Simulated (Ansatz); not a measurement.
**KCl: stress in a strained cell**

Aim: deform KCl (equal xy, yz and zx engineering shear strains of +2 %) and compute stress, forces and field gradients with LAPW, PAW and all-electron datasets made for the crystal.

Computed with Ansatz 0.2.0 (DFT PBEsol, scalar-relativistic, unless a step's input says otherwise).

### Step 1. The structure to begin with

The structure is cubic, space group Pm-3m (No. 221). The conventional cell has a = 3.634 Å, b = 3.634 Å, c = 3.634 Å, α = 90.00°, β = 90.00°, γ = 90.00°. K (site symmetry m-3m) is surrounded by 8 Cl at 3.15 Å. Cl (site symmetry m-3m) is surrounded by 8 K at 3.15 Å.

As a file:

```xyz
2
Lattice="3.6340 0.0000 0.0000 0.0000 3.6340 0.0000 0.0000 0.0000 3.6340" Properties=species:S:1:pos:R:3 pbc="T T T"
K     0.0000    0.0000    0.0000
Cl    1.8170    1.8170    1.8170
```

Atoms are numbered in the order of the input: K1, Cl2.

### Step 2. After the deformation

Space group Pm-3m before, R-3m after.

### Step 3. All-electron LAPW

The input, input.yaml:

```yaml
crystal:
  lattice:
    - [3.634, 0.03634, 0.03634]
    - [0.03634, 3.634, 0.03634]
    - [0.03634, 0.03634, 3.634]
  atoms:
    - { symbol: K, position: [0.0, 0.0, 0.0] }
    - { symbol: Cl, position: [0.5, 0.5, 0.5] }
kpoints:
  mp_grid: { grid: [7, 7, 7] }
  band_path:
    path:
      - [0.0, 0.0, 0.0]
      - [0.5, 0.5, 0.5]
      - [0.5193194925, 0.4806805075, 0.5]
      - [0.5, -0.4806805075, 0.4806805075]
      - [0.5, 0.0, 0.0]
      - [0.0, 0.0, 0.0]
      - [0.4903402537, -0.4903402537, 0.0]
      - [0.5096597463, 0.0, 0.4903402537]
      - [0.5, 0.0, 0.5]
    npoints: 5
scf:
  occupations: { method: fermi_dirac, width: 0.02 }
hamiltonian:
  xc: pbesol
  pseudopotentials: { kind: all_electron, lapw: { basis_error: 0.0005 } }
output:
  forces: true
  stress: true
  eigenvalues: true
```

Run with:

```bash
$ ansatz run input.yaml --threads 1 --pin off --max-ram 3072MiB --backend cpu --events-out ev --progress --plain --runs-dir out
```

### Step 4. Frozen-core PAW

The input, input.yaml:

```yaml
crystal:
  lattice:
    - [3.634, 0.03634, 0.03634]
    - [0.03634, 3.634, 0.03634]
    - [0.03634, 0.03634, 3.634]
  atoms:
    - { symbol: K, position: [0.0, 0.0, 0.0] }
    - { symbol: Cl, position: [0.5, 0.5, 0.5] }
kpoints:
  mp_grid: { grid: [7, 7, 7] }
scf:
  occupations: { method: fermi_dirac, width: 0.02 }
hamiltonian:
  xc: pbesol
  pseudopotentials: { kind: paw }
output:
  forces: true
  stress: true
  eigenvalues: true
  efg: { contact_densities: true }
```

### Step 5. Datasets made for this crystal

Edit input.yaml of step 4 so:

```diff
@@ -14,3 +14,3 @@
   xc: pbesol
-  pseudopotentials: { kind: paw }
+  pseudopotentials: { kind: all_electron, datasets: crystal }
 output:
```

(Steps that only read results are left out.)

Before running it: what results should come out? Wanted: pressure; largest shear or deviatoric stress.

**Answer**, as computed:

| quantity | value |
| --- | --- |
| pressure | LAPW 2.34, PAW 2.34, crystal datasets 2.34 GPa |
| largest shear or deviatoric stress (LAPW) | 0.23 GPa |

In words: The largest part of the stress beyond the pressure is 0.23 GPa in size; the atoms are carried along and not relaxed. No run of the undeformed cell stands beside it, so the pressure holds what the given cell had before the change. PAW: stress within 0.01 GPa of LAPW. Crystal datasets: stress within 0.01 GPa of LAPW.
